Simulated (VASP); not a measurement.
# BaS (Fm-3m) in VASP: settings compared

Aim: see how the results for BaS move with the level of theory and the settings. Levels: LDA, PBEsol, PBE. Tasks: single point.

Program: VASP 6.6.1. These are calculated values, not measurements. Logs are shortened: lines on timing, memory, paths and dates and some standing lists are left out, and cuts for length are marked.

**Measured values to compare with.**

From a printed reference work, monograph, original work of 1988, for a bulk crystal of BaS at 2 K: band gap 3.806 eV (indirect).

The runs below are set against these values where they give the same quantity.

## (1) The cell of the first run

Symmetry: Fm-3m, No. 225, cubic system. The conventional cell has a = 6.272 Å, b = 6.272 Å, c = 6.272 Å, α = 90.00°, β = 90.00°, γ = 90.00°. Within 4.1 Å of Ba (site symmetry m-3m) lie 6 S at 3.14 Å. S (site symmetry m-3m) has 6 Ba at 3.14 Å within 4.1 Å.

## (2) Single point, LDA

Contents of INCAR:

```
  PREC = Accurate
  ENCUT = 520
  EDIFF = 1E-6
  ISMEAR = -1
  SIGMA = 0.02
  LREAL = F
  LASPH = T
  NELM = 80
  ALGO = Normal
  ISIF = 2
  LWAVE = F
  LCHARG = F
  NBANDS = 15
```

Contents of KPOINTS:

```
regular mesh
0
Gamma
  8 8 8
```

Contents of POSCAR:

```
BaS
1.0
    0.0000000000      3.1357694192      3.1357694192
    3.1357694192      0.0000000000      3.1357694192
    3.1357694192      3.1357694192      0.0000000000
Ba S
1 1
Direct
    0.0000000000      0.0000000000      0.0000000000
    0.5000000000      0.5000000000      0.5000000000
```

Potentials or basis: VASP PAW LDA potentials, release 64 (Ba_sv, S).

Run with:

```console
cat potpaw_LDA.64/Ba_sv/POTCAR potpaw_LDA.64/S/POTCAR > POTCAR
mpirun -np 1 vasp_std > vasp.out
```

OUTCAR:

```text
PREC = Accurate
   ENCUT = 520
   EDIFF = 1E-6
   ISMEAR = -1
   LREAL = F
   LASPH = T
   NELM = 80
   ISIF = 2

 ion  position               nearest neighbor table
   1  0.000  0.000  0.000-   2 3.14   2 3.14   2 3.14   2 3.14   2 3.14   2 3.14
   2  0.500  0.500  0.500-   1 3.14   1 3.14   1 3.14   1 3.14   1 3.14   1 3.14

  LATTYP: Found a face centered cubic cell.
 ALAT       =     6.2715388384

  Lattice vectors:

 A1 = (   0.0000000000,   3.1357694192,   3.1357694192)
 A2 = (   3.1357694192,   0.0000000000,   3.1357694192)
 A3 = (   3.1357694192,   3.1357694192,   0.0000000000)

Analysis of symmetry for initial positions (statically):
=====================================================================
 Subroutine PRICEL returns:
 Original cell was already a primitive cell.

 Routine SETGRP: Setting up the symmetry group for a
 face centered cubic supercell.

 Subroutine GETGRP returns: Found 48 space group operations
 (whereof 48 operations were pure point group operations)
 out of a pool of 48 trial point group operations.

The static configuration has the point symmetry O_h .

Analysis of symmetry for dynamics (positions and initial velocities):
=====================================================================
 Subroutine PRICEL returns:
 Original cell was already a primitive cell.

 Routine SETGRP: Setting up the symmetry group for a
 face centered cubic supercell.

 Subroutine GETGRP returns: Found 48 space group operations
 (whereof 48 operations were pure point group operations)
 out of a pool of 48 trial point group operations.

The dynamic configuration has the point symmetry O_h .

 Subroutine INISYM returns: Found 48 space group operations
 (whereof 48 operations are pure point group operations),
 and found     1 'primitive' translations

----------------------------------------------------------------------------------------

                                     Primitive cell

  volume of cell :      61.6684

  direct lattice vectors                    reciprocal lattice vectors
     0.000000000  3.135769419  3.135769419    -0.159450499  0.159450499  0.159450499
     3.135769419  0.000000000  3.135769419     0.159450499 -0.159450499  0.159450499
     3.135769419  3.135769419  0.000000000     0.159450499  0.159450499 -0.159450499

  length of vectors
     4.434647641  4.434647641  4.434647641     0.276176366  0.276176366  0.276176366

  position of ions in fractional coordinates (direct lattice)
     0.000000000  0.000000000  0.000000000
     0.500000000  0.500000000  0.500000000

  ion indices of the primitive-cell ions
   primitive index   ion index
                 1           1
                 2           2

----------------------------------------------------------------------------------------

 KPOINTS: regular mesh

Automatic generation of k-mesh.
 Grid dimensions read from file:
 generate k-points for:    8    8    8

 Generating k-lattice:

  Cartesian coordinates                     Fractional coordinates (reciprocal lattice)
    -0.019931312  0.019931312  0.019931312     0.125000000  0.000000000  0.000000000
     0.019931312 -0.019931312  0.019931312     0.000000000  0.125000000  0.000000000
     0.019931312  0.019931312 -0.019931312     0.000000000  0.000000000  0.125000000

  Length of vectors
     0.034522046  0.034522046  0.034522046

  Shift w.r.t. Gamma in fractional coordinates (k-lattice)
     0.000000000  0.000000000  0.000000000

 Subroutine IBZKPT returns following result:
 ===========================================

 Found     29 irreducible k-points:

 Following reciprocal coordinates:
            Coordinates               Weight
  0.000000  0.000000  0.000000      1.000000
  0.125000  0.000000  0.000000      8.000000
  0.250000  0.000000  0.000000      8.000000
  0.375000  0.000000  0.000000      8.000000
  0.500000  0.000000  0.000000      4.000000
  0.125000  0.125000  0.000000      6.000000
[... 16 lines left out ...]
  0.500000  0.250000  0.125000     48.000000
 -0.375000  0.250000  0.125000     24.000000
 [... further k-points ...]
   k-points           NKPTS =     29   k-points in BZ     NKDIM =     29   number of bands    NBANDS=     15
   number of dos      NEDOS =    301   number of ions     NIONS =      2
   total plane-waves  NPLWV =  46656
   dimension x,y,z NGX =    36 NGY =   36 NGZ =   36
   dimension x,y,z NGXF=    72 NGYF=   72 NGZF=   72
   ions per type =               1   1
   NGX,Y,Z   is equivalent  to a cutoff of  13.50, 13.50, 13.50 a.u.
   NGXF,Y,Z  is equivalent  to a cutoff of  26.99, 26.99, 26.99 a.u.
 SYSTEM =  unknown system
   PREC   = accura    normal or accurate (medium, high low for compatibility)
   ISTART =      0    job   : 0-new  1-cont  2-samecut
   ICHARG =      2    charge: 1-file 2-atom 10-const
   ISPIN  =      1    spin polarized calculation?
   LNONCOLLINEAR =      F non collinear calculations
   LSORBIT =      F    spin-orbit coupling
   LASPH  =      T    aspherical Exc in radial PAW
   ENCUT  =  520.0 eV  38.22 Ry    6.18 a.u.   8.25  8.25  8.25*2*pi/ulx,y,z
   NELM   =     80;   NELMIN=  2; NELMDL= -5     # of ELM steps
   EDIFF  = 0.1E-05   stopping-criterion for ELM
   LREAL  =      F    real-space projection
   EDIFFG = 0.1E-04   stopping-criterion for IOM
   NSW    =      0    number of steps for IOM
   IBRION =     -1    ionic relax: 0-MD 1-quasi-New 2-CG
   NFREE  =      0    steps in history (QN), initial steepest desc. (CG)
   ISIF   =      2    stress and relaxation
   ISYM   =      2    0-nonsym 1-usesym 2-fastsym
   POTIM  = 0.5000    time-step for ionic-motion
   TEBEG  =    0.0;   TEEND  =   0.0 temperature during run
   PSTRESS=    0.0 pullay stress
   NELECT =      16.0000    total number of electrons
   NUPDOWN=      -1.0000    fix difference up-down
   EMIN   =  10.00;   EMAX   =-10.00  energy-range for DOS
   EFERMI =   0.00;   METHOD = LEGACY
   ISMEAR =    -1;   SIGMA  =   0.02  broadening in eV -4-tet -1-fermi 0-gaus
   EFERMI_NEDOS =   21; number of points for ismear=-14 and -15
   IALGO  =     38    algorithm
   IMIX   =      4    mixing-type and parameters
     AMIX     =   0.40;   BMIX     =  1.00
     AMIX_MAG =   1.60;   BMIX_MAG =  1.00
  volume/ion in A,a.u.               =      30.83       208.08
  Fermi-wavevector in a.u.,A,eV,Ry     =   1.044145  1.973147 14.833592  1.090238
  Thomas-Fermi vector in A             =   2.178885
   LORBIT       =      0    0 simple, 1 ext, 2 COOP (PROOUT), +10 PAW based schemes
   GGA     = CA    functional components
   LHFCALC =     F    Hartree Fock is set to
   AEXX    =    0.0000 exact exchange contribution
   IVDW    =     0    specifies the selected vdW correction
   LEPSILON=     F    determine dielectric tensor
   LRPA    =     F    only Hartree local field effects (RPA)
 non-spin polarized calculation
  energy-cutoff  :      520.00
  volume of cell :       61.67
 maximum number of plane-waves:      1678
 NGX is ok and might be reduce to    36
   NGX = 17   NGY = 17   NGZ = 17

 number of electron      15.9999998 magnetization

 Free energy of the ion-electron system (eV)
  ---------------------------------------------------
  ext. energy  EPLUGINS =         0.00000000
  ---------------------------------------------------
  free energy    TOTEN  =       -11.17257456 eV

  energy without entropy =      -11.17257456  energy(sigma->0) =      -11.17257456

 E-fermi :   1.9985     XC(G=0):  -9.2166

 val. band max:        1.5418873461   @ k =   0.0000   0.0000   0.0000
 cond. band min:       3.3389272018   @ k =   0.5000   0.5000   0.0000
 fundamental gap:      1.7970398558
 Fermi energy:         1.9985297008

 k-point     1 :       0.0000    0.0000    0.0000
  band No.  band energies     occupation
      1     -24.2983      2.00000
      2      -9.3629      2.00000
      3      -9.3629      2.00000
      4      -9.3629      2.00000
      5      -8.8604      2.00000
      6       1.5419      2.00000
      7       1.5419      2.00000
      8       1.5419      2.00000
      9       5.1269      0.00000
     10       5.2406      0.00000
     11       5.2406      0.00000
     12       5.2406      0.00000
     13       6.2864      0.00000
     14       6.2864      0.00000
     15      10.0684      0.00000

 k-point     2 :       0.1250    0.0000    0.0000
  band No.  band energies     occupation
      1     -24.2894      2.00000
      2      -9.8001      2.00000
      3      -9.3700      2.00000
      4      -9.3700      2.00000
      5      -8.4103      2.00000
      6       1.0817      2.00000
      7       1.2977      2.00000
      8       1.2977      2.00000
      9       5.2511      0.00000
     10       5.4928      0.00000
     11       5.4928      0.00000
     12       5.7674      0.00000
     13       6.7915      0.00000
     14       6.7915      0.00000
     15      10.7475      0.00000

 k-point     3 :       0.2500    0.0000    0.0000
  band No.  band energies     occupation
      1     -24.2678      2.00000
      2     -10.3169      2.00000
      3      -9.3868      2.00000
      4      -9.3868      2.00000
      5      -7.8598      2.00000
      6       0.2647      2.00000
      7       0.8255      2.00000
      8       0.8255      2.00000
      9       5.4976      0.00000
     10       6.1976      0.00000
     11       6.1976      0.00000
     12       7.0247      0.00000
     13       8.0406      0.00000
     14       8.0406      0.00000
     15      12.2114      0.00000
[... 343 lines left out ...]
 k-point    23 :       0.5000    0.2500    0.1250
  band No.  band energies     occupation
      1     -24.2349      2.00000
      2     -10.4897      2.00000
      3      -9.6002      2.00000
      4      -9.4663      2.00000
      5      -7.7378      2.00000
      6      -0.0554      2.00000
      7       0.5219      2.00000
      8       0.9652      2.00000
      9       5.2545      0.00000
     10       7.1805      0.00000
     11       7.7293      0.00000
     12       7.9483      0.00000
     13       9.1735      0.00000
     14      10.5134      0.00000
     15      11.2161      0.00000

 k-point    24 :      -0.3750    0.2500    0.1250
  band No.  band energies     occupation
      1     -24.2277      2.00000
      2     -10.5476      2.00000
      3      -9.6127      2.00000
      4      -9.4977      2.00000
      5      -7.6935      2.00000
      6      -0.0901      2.00000
      7       0.5918      2.00000
      8       0.6971      2.00000
      9       6.1317      0.00000
     10       6.3442      0.00000
     11       8.3011      0.00000
     12       8.6082      0.00000
     13       9.5891      0.00000
     14      10.5084      0.00000
     15      11.2684      0.00000

 [... further k-points ...]

------------------------ aborting loop because EDIFF is reached ----------------------------------------

  FORCE on cell =-STRESS in cart. coord.  units (eV):
  Direction    XX          YY          ZZ          XY          YZ          ZX
  --------------------------------------------------------------------------------------
  -------------------------------------------------------------------------------------
  Total        0.2974783      0.2974783      0.2974783      0.0000000      0.0000000      0.0000000
  in kB        7.7286489      7.7286489      7.7286489      0.0000000      0.0000000      0.0000000
  external PRESSURE =       7.7286489 kB  Pullay stress =       0.0000000 kB

 VOLUME and BASIS-vectors are now :
 -----------------------------------------------------------------------------
  energy-cutoff  :      520.00
  volume of cell :       61.67
      direct lattice vectors                 reciprocal lattice vectors
     0.000000000  3.135769419  3.135769419    -0.159450499  0.159450499  0.159450499
     3.135769419  0.000000000  3.135769419     0.159450499 -0.159450499  0.159450499
     3.135769419  3.135769419  0.000000000     0.159450499  0.159450499 -0.159450499

 POSITION                                       TOTAL-FORCE (eV/Angst)
 -----------------------------------------------------------------------------------
      0.00000      0.00000      0.00000         0.000000      0.000000      0.000000
      3.13577      3.13577      3.13577         0.000000      0.000000     -0.000000
 -----------------------------------------------------------------------------------
    total drift:                                0.000000      0.000000      0.000000

  FREE ENERGIE OF THE ION-ELECTRON SYSTEM (eV)
  ---------------------------------------------------
  free  energy   TOTEN  =       -11.1725745594 eV

  energy  without entropy=      -11.1725745594  energy(sigma->0) =      -11.17257456
```

It took 8.9 s on 1 thread of Intel Xeon 6975P-C (Granite Rapids), shared host; peak memory 0.17 GiB.

Results:

- Free energy: -11.1726 eV
- Pressure: 0.8 GPa
- Band gap on the k mesh: 1.80 eV, indirect (least direct gap 1.90 eV)

Levels at points of the mesh, in eV from the valence-band top:
```
           k point  band 5  band 6  band 7  band 8  band 9  band 10  band 11  band 12
(0.00, 0.00, 0.00)  -10.40    0.00    0.00    0.00    3.58     3.70     3.70     3.70
(0.50, 0.00, 0.00)   -8.87   -2.14   -1.23   -1.23    5.58     5.64     6.38     6.38
(0.50, 0.50, 0.00)  -10.32   -0.46   -0.11   -0.11    1.80     6.00     6.18     7.70
```

Caveat: spin-orbit coupling is left out, which moves the levels of the heavy elements.

[end of part 1 of 2]
